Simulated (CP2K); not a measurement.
**Pb: equation of state with PBEsol**

Crystal: Pb.

```
Pb
1.0
     3.50021    0.00000    0.00000
     1.75010    3.03127    0.00000
     1.75010    1.01042    2.85791
Pb
1
Direct
  0.00000 0.00000 0.00000
```

```yaml
Program: CP2K 2026.2
Task: equation of state
Functional: PBEsol
Potentials_or_basis: POTENTIAL_UZH Pb GTH-PBE-q4; TZVP-MOLOPT-PBE-GTH basis
Density_cutoff: 6123 eV
k_mesh: 9 × 9 × 9
Occupations: fermi-dirac, width 0.05 eV
Spin: no spin polarisation
```

* Equilibrium volume: 31.81 Å³/atom
* Bulk modulus: 47 GPa
* Pressure derivative of the bulk modulus: 4.2

Energy against volume, from the lowest point:
| volume (Å³/atom) | energy (meV/atom) |
| --- | --- |
| 28.503 | 60.56 |
| 29.110 | 38.83 |
| 29.716 | 22.39 |
| 30.323 | 10.73 |
| 30.929 | 3.41 |
| 31.535 | 0.00 |
| 32.142 | 0.11 |

All runs of the series together: 64 s on 2 threads of Arm Neoverse V1, with other jobs on the host.

Caveat: the potentials were made for another functional, which shifts forces and pressure; the basis of atomic orbitals isn't converged, which shifts pressures, moduli and gaps. The run has no spin-orbit coupling, so splittings on Pb are missing.
